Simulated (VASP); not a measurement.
# Cd (Im-3m) in VASP: notebook

One crystal, Cd, is run at these levels: PBE; tasks: relaxation of cell and atoms.

Everything below comes from runs of VASP 6.6.1. Logs are shortened: lines on timing, memory, paths and dates and some standing lists are left out, and cuts for length are marked.

## Step 1: The crystal as given

It takes space group Im-3m (No. 229, cubic). The conventional cell has a = 3.569 Å, b = 3.569 Å, c = 3.569 Å, α = 90.00°, β = 90.00°, γ = 90.00°. Cd (site symmetry m-3m) is surrounded by 8 Cd at 3.09 Å.

This isn't the form of Cd at room conditions, which is hcp.

## Step 2: Relaxation of cell and atoms, PBE, target pressure 10 GPa, at which the enthalpy is minimised

Input file INCAR:

```
SYSTEM = Cd
  PREC = Accurate
  ENCUT = 600
  EDIFF = 1E-6
  ISMEAR = -1
  SIGMA = 0.05
  LREAL = .FALSE.
  LASPH = .TRUE.
  NELM = 100
  ALGO = Normal
  ISIF = 3
  LWAVE = .FALSE.
  LCHARG = .FALSE.
  GGA = PE
  IBRION = 2
  NSW = 40
  EDIFFG = -0.02
  PSTRESS = 100
```

Input file KPOINTS:

```
regular mesh
0
G
  10 10 10
  0 0 0
```

Input file POSCAR:

```
Cd
1.0
   -1.7843220000      1.7843220000      1.7843220000
    1.7843220000     -1.7843220000      1.7843220000
    1.7843220000      1.7843220000     -1.7843220000
Cd
1
Direct
    0.0000000000      0.0000000000      0.0000000000
```

Potentials or basis: VASP PAW PBE potentials, release 64 (Cd).

Run with:

```bash
cat potpaw_PBE.64/Cd/POTCAR > POTCAR
mpirun -np 1 vasp_std > vasp.out
```

OUTCAR:

```text
SYSTEM = Cd
   PREC = Accurate
   ENCUT = 600
   EDIFF = 1E-6
   ISMEAR = -1
   LREAL = .FALSE.
   LASPH = .TRUE.
   NELM = 100
   ISIF = 3
   GGA = PE
   IBRION = 2
   NSW = 40
   EDIFFG = -0.02
   PSTRESS = 100

 ion  position               nearest neighbor table
   1  0.000  0.000  0.000-

  LATTYP: Found a body centered cubic cell.
 ALAT       =     3.5686440000

  Lattice vectors:

 A1 = (  -1.7843220000,   1.7843220000,   1.7843220000)
 A2 = (   1.7843220000,  -1.7843220000,   1.7843220000)
 A3 = (   1.7843220000,   1.7843220000,  -1.7843220000)

Analysis of symmetry for initial positions (statically):
=====================================================================
 Subroutine PRICEL returns:
 Original cell was already a primitive cell.

 Routine SETGRP: Setting up the symmetry group for a
 body centered cubic supercell.

 Subroutine GETGRP returns: Found 48 space group operations
 (whereof 48 operations were pure point group operations)
 out of a pool of 48 trial point group operations.

The static configuration has the point symmetry O_h .

Analysis of symmetry for dynamics (positions and initial velocities):
=====================================================================
 Subroutine PRICEL returns:
 Original cell was already a primitive cell.

 Routine SETGRP: Setting up the symmetry group for a
 body centered cubic supercell.

 Subroutine GETGRP returns: Found 48 space group operations
 (whereof 48 operations were pure point group operations)
 out of a pool of 48 trial point group operations.

The dynamic configuration has the point symmetry O_h .

 Subroutine INISYM returns: Found 48 space group operations
 (whereof 48 operations are pure point group operations),
 and found     1 'primitive' translations

----------------------------------------------------------------------------------------

                                     Primitive cell

  volume of cell :      22.7237

  direct lattice vectors                    reciprocal lattice vectors
    -1.784322000  1.784322000  1.784322000     0.000000000  0.280218481  0.280218481
     1.784322000 -1.784322000  1.784322000     0.280218481  0.000000000  0.280218481
     1.784322000  1.784322000 -1.784322000     0.280218481  0.280218481  0.000000000

  length of vectors
     3.090536361  3.090536361  3.090536361     0.396288776  0.396288776  0.396288776

  position of ions in fractional coordinates (direct lattice)
     0.000000000  0.000000000  0.000000000

  ion indices of the primitive-cell ions
   primitive index   ion index
                 1           1

----------------------------------------------------------------------------------------

 KPOINTS: regular mesh

Automatic generation of k-mesh.
 Grid dimensions read from file:
 generate k-points for:   10   10   10

 Generating k-lattice:

  Cartesian coordinates                     Fractional coordinates (reciprocal lattice)
     0.000000000  0.028021848  0.028021848     0.100000000  0.000000000  0.000000000
     0.028021848  0.000000000  0.028021848     0.000000000  0.100000000  0.000000000
     0.028021848  0.028021848  0.000000000     0.000000000  0.000000000  0.100000000

  Length of vectors
     0.039628878  0.039628878  0.039628878

  Shift w.r.t. Gamma in fractional coordinates (k-lattice)
     0.000000000  0.000000000  0.000000000

 Subroutine IBZKPT returns following result:
 ===========================================

 Found     47 irreducible k-points:

 Following reciprocal coordinates:
            Coordinates               Weight
  0.000000  0.000000  0.000000      1.000000
  0.100000  0.000000  0.000000     12.000000
  0.200000  0.000000  0.000000     12.000000
  0.300000  0.000000  0.000000     12.000000
  0.400000  0.000000  0.000000     12.000000
  0.500000  0.000000  0.000000      6.000000
[... 16 lines left out ...]
  0.300000  0.300000  0.100000      8.000000
 -0.300000  0.300000  0.100000     24.000000
 [... further k-points ...]
   k-points           NKPTS =     47   k-points in BZ     NKDIM =     47   number of bands    NBANDS=     10
   number of dos      NEDOS =    301   number of ions     NIONS =      1
   total plane-waves  NPLWV =  21952
   dimension x,y,z NGX =    28 NGY =   28 NGZ =   28
   dimension x,y,z NGXF=    56 NGYF=   56 NGZF=   56
   ions per type =               1
   NGX,Y,Z   is equivalent  to a cutoff of  15.06, 15.06, 15.06 a.u.
   NGXF,Y,Z  is equivalent  to a cutoff of  30.12, 30.12, 30.12 a.u.
 SYSTEM =  Cd
   PREC   = accura    normal or accurate (medium, high low for compatibility)
   ISTART =      0    job   : 0-new  1-cont  2-samecut
   ICHARG =      2    charge: 1-file 2-atom 10-const
   ISPIN  =      1    spin polarized calculation?
   LNONCOLLINEAR =      F non collinear calculations
   LSORBIT =      F    spin-orbit coupling
   LASPH  =      T    aspherical Exc in radial PAW
   ENCUT  =  600.0 eV  44.10 Ry    6.64 a.u.   6.17  6.17  6.17*2*pi/ulx,y,z
   NELM   =    100;   NELMIN=  2; NELMDL= -5     # of ELM steps
   EDIFF  = 0.1E-05   stopping-criterion for ELM
   LREAL  =      F    real-space projection
   EDIFFG = -.2E-01   stopping-criterion for IOM
   NSW    =     40    number of steps for IOM
   IBRION =      2    ionic relax: 0-MD 1-quasi-New 2-CG
   NFREE  =      1    steps in history (QN), initial steepest desc. (CG)
   ISIF   =      3    stress and relaxation
   ISYM   =      2    0-nonsym 1-usesym 2-fastsym
   POTIM  = 0.5000    time-step for ionic-motion
   TEBEG  =    0.0;   TEEND  =   0.0 temperature during run
   PSTRESS=  100.0 pullay stress
   NELECT =      12.0000    total number of electrons
   NUPDOWN=      -1.0000    fix difference up-down
   EMIN   =  10.00;   EMAX   =-10.00  energy-range for DOS
   EFERMI =   0.00;   METHOD = LEGACY
   ISMEAR =    -1;   SIGMA  =   0.05  broadening in eV -4-tet -1-fermi 0-gaus
   EFERMI_NEDOS =   21; number of points for ismear=-14 and -15
   IALGO  =     38    algorithm
   IMIX   =      4    mixing-type and parameters
     AMIX     =   0.40;   BMIX     =  1.00
     AMIX_MAG =   1.60;   BMIX_MAG =  1.00
  volume/ion in A,a.u.               =      22.72       153.35
  Fermi-wavevector in a.u.,A,eV,Ry     =   1.323250  2.500581 23.823686  1.750992
  Thomas-Fermi vector in A             =   2.452872
   LORBIT       =      0    0 simple, 1 ext, 2 COOP (PROOUT), +10 PAW based schemes
   GGA     = PE    functional components
   LHFCALC =     F    Hartree Fock is set to
   AEXX    =    0.0000 exact exchange contribution
   IVDW    =     0    specifies the selected vdW correction
   LEPSILON=     F    determine dielectric tensor
   LRPA    =     F    only Hartree local field effects (RPA)
 conjugate gradient relaxation of ions
 non-spin polarized calculation
  energy-cutoff  :      600.00
  volume of cell :       22.72
 maximum number of plane-waves:       771
 NGX is ok and might be reduce to    28
   NGX = 13   NGY = 13   NGZ = 13

--------------------------------------- Ionic step        1  -------------------------------------------

 number of electron      11.9999997 magnetization

 Free energy of the ion-electron system (eV)
  ---------------------------------------------------
  ext. energy  EPLUGINS =         0.00000000
  ---------------------------------------------------
  free energy    TOTEN  =        -0.69331772 eV

  energy without entropy =       -0.68739670  energy(sigma->0) =       -0.69035721

------------------------ aborting loop because EDIFF is reached ----------------------------------------

  FORCE on cell =-STRESS in cart. coord.  units (eV):
  Direction    XX          YY          ZZ          XY          YZ          ZX
  --------------------------------------------------------------------------------------
  -------------------------------------------------------------------------------------
  Total        0.1819535      0.1819535      0.1819535      0.0000000     -0.0000000      0.0000000
  in kB       12.8289592     12.8289592     12.8289592      0.0000000     -0.0000000      0.0000000
  external PRESSURE =     -87.1710408 kB  Pullay stress =     100.0000000 kB

 VOLUME and BASIS-vectors are now :
 -----------------------------------------------------------------------------
  energy-cutoff  :      600.00
  volume of cell :       22.72
      direct lattice vectors                 reciprocal lattice vectors
    -1.784322000  1.784322000  1.784322000     0.000000000  0.280218481  0.280218481
     1.784322000 -1.784322000  1.784322000     0.280218481  0.000000000  0.280218481
     1.784322000  1.784322000 -1.784322000     0.280218481  0.280218481  0.000000000
[... 44 lines left out ...]
  FREE ENERGIE OF THE ION-ELECTRON SYSTEM (eV)
  ---------------------------------------------------
  free  energy   TOTEN  =        -0.5276943609 eV

  energy  without entropy=       -0.5242647767  energy(sigma->0) =       -0.52597957

  enthalpy is  TOTEN    =         0.6516615904 eV   P V=        1.1793559512

--------------------------------------- Ionic step        3  -------------------------------------------

 number of electron      11.9999998 magnetization

 Free energy of the ion-electron system (eV)
  ---------------------------------------------------
  ext. energy  EPLUGINS =         0.00000000
  ---------------------------------------------------
  free energy    TOTEN  =        -0.60616523 eV

  energy without entropy =       -0.60277768  energy(sigma->0) =       -0.60447146

 E-fermi :   3.9181     XC(G=0): -11.4908

 val. band max:        3.7640655552   @ k =  -0.4000   0.4000   0.4000
 cond. band min:       3.9885674099   @ k =  -0.4000  -0.4000   0.1000
 fundamental gap:      0.2245018547
 Fermi energy:         3.9180954946

 k-point     1 :       0.0000    0.0000    0.0000
  band No.  band energies     occupation
      1      -5.9595      2.00000
      2      -5.9595      2.00000
      3      -5.9595      2.00000
      4      -5.9551      2.00000
      5      -5.1760      2.00000
      6      -5.1760      2.00000
      7      19.5881      0.00000
      8      19.5881      0.00000
      9      19.5881      0.00000
     10      21.4575      0.00000

 k-point     2 :       0.1000    0.0000    0.0000
  band No.  band energies     occupation
      1      -5.9995      2.00000
      2      -5.9801      2.00000
      3      -5.8464      2.00000
      4      -5.6350      2.00000
      5      -5.2107      2.00000
      6      -5.1739      2.00000
      7      17.3229      0.00000
      8      18.8504      0.00000
      9      19.3416      0.00000
     10      19.8340      0.00000
[... 274 lines left out ...]
 k-point    24 :      -0.3000    0.3000    0.1000
  band No.  band energies     occupation
      1      -6.1634      2.00000
      2      -6.1078      2.00000
      3      -5.4393      2.00000
      4      -5.2553      2.00000
      5      -5.1536      2.00000
      6      -2.6835      2.00000
      7       9.3510      0.00000
      8      14.0990      0.00000
      9      14.6690      0.00000
     10      19.2413      0.00000

 [... further k-points ...]

------------------------ aborting loop because EDIFF is reached ----------------------------------------

  FORCE on cell =-STRESS in cart. coord.  units (eV):
  Direction    XX          YY          ZZ          XY          YZ          ZX
  --------------------------------------------------------------------------------------
  -------------------------------------------------------------------------------------
  Total        1.2446025      1.2446025      1.2446025      0.0000000      0.0000000     -0.0000000
  in kB      100.2597648    100.2597648    100.2597648      0.0000000      0.0000000     -0.0000000
  external PRESSURE =       0.2597648 kB  Pullay stress =     100.0000000 kB

 VOLUME and BASIS-vectors are now :
 -----------------------------------------------------------------------------
  energy-cutoff  :      600.00
  volume of cell :       19.89
      direct lattice vectors                 reciprocal lattice vectors
    -1.706808731  1.706808731  1.706808731     0.000000000  0.292944365  0.292944365
     1.706808731 -1.706808731  1.706808731     0.292944365  0.000000000  0.292944365
     1.706808731  1.706808731 -1.706808731     0.292944365  0.292944365  0.000000000

 POSITION                                       TOTAL-FORCE (eV/Angst)
 -----------------------------------------------------------------------------------
     -0.00000      0.00000      0.00000        -0.000000     -0.000000      0.000000
 -----------------------------------------------------------------------------------
    total drift:                               -0.000000     -0.000000     -0.000000

  FREE ENERGIE OF THE ION-ELECTRON SYSTEM (eV)
  ---------------------------------------------------
  free  energy   TOTEN  =        -0.6061652289 eV

  energy  without entropy=       -0.6027776835  energy(sigma->0) =       -0.60447146

  enthalpy is  TOTEN    =         0.6352125771 eV   P V=        1.2413778061

 reached required accuracy - stopping structural energy minimisation
```

Wall time 30 s (1 thread of Intel Xeon Platinum 8259CL at 2.50GHz (Skylake/Cascade Lake), shared host); peak memory 0.17 GiB.

Results:

```
Free energy                                            : -0.6062 eV
Relaxed volume                                         : 19.89 Å³/atom
Relaxed cell                                           : a = 2.956 Å, b = 2.956 Å, c = 2.956 Å, α = 109.47°, β = 109.47°, γ = 109.47°
Space group after relaxing (to 0.05 Å)                 : Im-3m (No. 229)
Energy change on relaxing (the enthalpy is what falls) : +87.2 meV/atom
Ionic steps                                            : 3
Pressure after relaxing                                : 10.0 GPa
Band gap on the k mesh                                 : none (metal or under the smearing width)
```

Step by step:
```tsv
step	energy change (eV)	largest force (eV/Å)	pressure (GPa)	volume (Å³)
1	0.0000	0.0000	1.28	22.72
2	0.1656	0.0000	15.57	18.90
3	0.0872	0.0000	10.03	19.89
```

Final structure:
```yaml
crystal:
  lattice:
    - [-1.70681, 1.70681, 1.70681]
    - [1.70681, -1.70681, 1.70681]
    - [1.70681, 1.70681, -1.70681]
  atoms:
    - { symbol: Cd, position: [0.00000, 0.00000, 0.00000] }
```

Caveat: the cell is relaxed towards a set pressure, so the enthalpy falls and the energy may rise.

## Step 3: Relaxation of cell and atoms, PBE, target pressure 20 GPa, at which the enthalpy is minimised

INCAR: that of step 2 with these lines changed.

```diff
@@ -17,2 +17,2 @@
   EDIFFG = -0.02
-  PSTRESS = 100
+  PSTRESS = 200
```

KPOINTS is that of step 2.

POSCAR is that of step 2.

Potentials or basis: VASP PAW PBE potentials, release 64 (Cd).

Run with:

```bash
cat potpaw_PBE.64/Cd/POTCAR > POTCAR
mpirun -np 1 vasp_std > vasp.out
```

It took 56 s on 1 thread of Intel Xeon Platinum 8259CL at 2.50GHz (Skylake/Cascade Lake), shared host; peak memory 0.17 GiB.

The run converged. Its results:

| Property | Result |
| --- | --- |
| Free energy | -0.4575 eV |
| Relaxed volume | 18.26 Å³/atom |
| Relaxed cell | a = 2.873 Å, b = 2.873 Å, c = 2.873 Å, α = 109.47°, β = 109.47°, γ = 109.47° |
| Space group after relaxing (to 0.05 Å) | Im-3m (No. 229) |
| Energy change on relaxing (the enthalpy is what falls) | +235.8 meV/atom |
| Ionic steps | 7 |
| Pressure after relaxing | 20.0 GPa |
| Band gap on the k mesh | none (metal or under the smearing width) |

The path:
| step | energy change (eV) | largest force (eV/Å) | pressure (GPa) | volume (Å³) |
| --- | --- | --- | --- | --- |
| 1 | 0.0000 | 0.0000 | 1.28 | 22.72 |
| 2 | 0.9830 | 0.0000 | 61.72 | 15.06 |
| 3 | 0.2200 | 0.0000 | 19.07 | 18.39 |
| 4 | 0.2314 | 0.0000 | 19.75 | 18.30 |
| 5 | 0.2417 | 0.0000 | 20.38 | 18.21 |
| 6 | 0.2287 | 0.0000 | 19.55 | 18.32 |
| 7 | 0.2358 | 0.0000 | 20.02 | 18.26 |

Final structure:
```
CELL_PARAMETERS angstrom
-1.65889 1.65889 1.65889
1.65889 -1.65889 1.65889
1.65889 1.65889 -1.65889
ATOMIC_POSITIONS crystal
Cd 0.00000 0.00000 0.00000
```

Levels at points of the mesh, in eV from the Fermi level:
```
           k point  band 3  band 4  band 5  band 6  band 7  band 8  band 9  band 10
(0.00, 0.00, 0.00)  -10.35  -10.35   -9.42   -9.42   15.90   15.90   15.90    18.78
(0.50, 0.00, 0.00)   -9.47   -9.37   -8.78   -3.33   -0.94   10.25   10.32    14.88
(0.50, 0.50, 0.50)   -8.94   -8.94   -8.94    3.18    3.18    3.18    7.33     8.53
```

Caveat: the cell is relaxed towards a set pressure, so the enthalpy falls and the energy may rise; the volume moved by over 15 % at a fixed basis, so the end points are rough.

## Step 4: Relaxation of cell and atoms, PBE, target pressure 30 GPa, at which the enthalpy is minimised

INCAR: that of step 3 with these lines changed.

```diff
@@ -17,2 +17,2 @@
   EDIFFG = -0.02
-  PSTRESS = 200
+  PSTRESS = 300
```

KPOINTS is that of step 3.

POSCAR is that of step 3.

Run with:

```bash
cat potpaw_PBE.64/Cd/POTCAR > POTCAR
mpirun -np 1 vasp_std > vasp.out
```

Wall time 44 s (1 thread of Intel Xeon Platinum 8259CL at 2.50GHz (Skylake/Cascade Lake), shared host); peak memory 0.17 GiB.

It converged, with:

```
Free energy                                            : -0.2881 eV
Relaxed volume                                         : 17.16 Å³/atom
Relaxed cell                                           : a = 2.814 Å, b = 2.814 Å, c = 2.814 Å, α = 109.47°, β = 109.47°, γ = 109.47°
Space group after relaxing (to 0.05 Å)                 : Im-3m (No. 229)
Energy change on relaxing (the enthalpy is what falls) : +405.2 meV/atom
Ionic steps                                            : 5
Pressure after relaxing                                : 30.0 GPa
Band gap on the k mesh                                 : none (metal or under the smearing width)
```

The path:
```
step  energy change (eV)  largest force (eV/Å)  pressure (GPa)  volume (Å³)
   1              0.0000                0.0000            1.28        22.72
   2              3.2931                0.0000          190.43        11.79
   3              0.3332                0.0000           25.71        17.58
   4              0.3755                0.0000           28.26        17.33
   5              0.4052                0.0000           29.98        17.16
```

Final structure:
```cif
data_structure
_symmetry_space_group_name_H-M 'P 1'
_symmetry_Int_Tables_number 1
_cell_length_a 2.8144
_cell_length_b 2.8144
_cell_length_c 2.8144
_cell_angle_alpha 109.471
_cell_angle_beta 109.471
_cell_angle_gamma 109.471
_cell_volume 17.16
loop_
_atom_site_label
_atom_site_type_symbol
_atom_site_fract_x
_atom_site_fract_y
_atom_site_fract_z
_atom_site_occupancy
Cd1 Cd 0.00000 0.00000 0.00000 1
```

Levels at points of the mesh, in eV from the Fermi level:
```csv
k point,band 3,band 4,band 5,band 6,band 7,band 8,band 9,band 10
"(0.00, 0.00, 0.00)",-10.70,-10.70,-9.66,-9.66,16.08,16.08,16.08,19.77
"(0.50, 0.00, 0.00)",-9.71,-9.59,-8.93,-3.70,-0.84,10.47,10.64,15.41
"(0.50, 0.50, 0.50)",-9.11,-9.11,-9.11,3.17,3.17,3.17,7.99,8.81
```

Caveat: the cell is relaxed towards a set pressure, so the enthalpy falls and the energy may rise; the volume moved by over 15 % at a fixed basis, so the end points are rough.

## Step 5: Overview

| cell | target pressure | gap on the mesh (eV) | pressure (GPa) |
| --- | --- | --- | --- |
| relaxed to 10 GPa | 10 GPa | none | 10.0 |
| relaxed to 20 GPa | 20 GPa | none | 20.0 |
| relaxed to 30 GPa | 30 GPa | none | 30.0 |

Alike in all rows: task relaxation of cell and atoms; level PBE; potentials or basis VASP PAW PBE potentials, release 64 (Cd); no spin polarisation; k mesh 10 × 10 × 10; cutoff (eV) 600; smearing fermi-dirac 0.05 eV.

Caveats: the cell is relaxed towards a set pressure, so the enthalpy falls and the energy may rise; the volume moved by over 15 % at a fixed basis, so the end points are rough (some runs).

Absolute energies hang on the potentials; compare differences alone.
